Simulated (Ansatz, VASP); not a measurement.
**BN in VASP and in Ansatz**

INCAR

```
SYSTEM = BN
PREC = Accurate ; ENCUT = 600
EDIFF = 1E-6 ; ISMEAR = 0
SIGMA = 0.02 ; LREAL = .False.
LASPH = .True. ; NELM = 80
ALGO = Normal ; ISIF = 3
LWAVE = .False. ; LCHARG = .False.
GGA = PE ; IBRION = 2
NSW = 80 ; EDIFFG = -0.01
```

The input KPOINTS:

```
Automatic mesh
0
Gamma
  12 12 12
  0 0 0
```

The input POSCAR:

```
BN
1.0
    0.0000000000      1.8123137455      1.8123137455
    1.8123137455      0.0000000000      1.8123137455
    1.8123137455      1.8123137455      0.0000000000
B N
1 1
Direct
    0.0000000000      0.0000000000      0.0000000000
    0.7500000000      0.7500000000      0.7500000000
```

Input for Ansatz:

```yaml
crystal:
  lattice:
    - [0.0, 1.8123137463, 1.8123137463]
    - [1.8123137463, 0.0, 1.8123137463]
    - [1.8123137463, 1.8123137463, 0.0]
  atoms:
    - { symbol: B, position: [0.0, 0.0, 0.0] }
    - { symbol: "N", position: [0.75, 0.75, 0.75] }
basis:
  ecutwfc: 420
kpoints:
  mp_grid: { grid: [12, 12, 12] }
hamiltonian:
  xc: pbe
scf:
  occupations: { method: gaussian, width: 0.02 }
output:
  forces: true
  stress: true
  eigenvalues: true
  write_density: true
  write_potential: true
  elf: true
  volumetric_format: npy
relax:
  adjacent_minimum: "off"
  f_tol: 0.01
  max_steps: 60
  cell: { stress_tol: 0.1 }
```

Alike in both runs: task relaxation of cell and atoms; functional PBE; k mesh 12 × 12 × 12; occupations gaussian, width 0.02 eV; no spin polarisation.

|  | VASP | Ansatz |
| --- | --- | --- |
| version | VASP 6.6.1 | Ansatz 0.2.0 |
| potentials or method | VASP PAW PBE potentials, release 64 (B, N) | scalar-relativistic, plane waves, PAW |
| plane-wave cutoff (eV) | 600 | 420 |
| valence electrons in the cell | 8 | 8 |

|  | VASP | Ansatz | Ansatz less VASP |
| --- | --- | --- | --- |
| gap on the k mesh at the Fermi level, each at its own relaxed structure (eV) | 4.45 | 4.46 | +0.012 |
| relaxed volume (Å³/atom) | 5.95 | 5.95 | 0.000 |
| relaxed cell length with the largest relative difference (Å) | 2.563 | 2.563 | 0.0000 |

Caveats: the relaxation stopped at its first step, so nothing moved. A k mesh can miss the band edges.
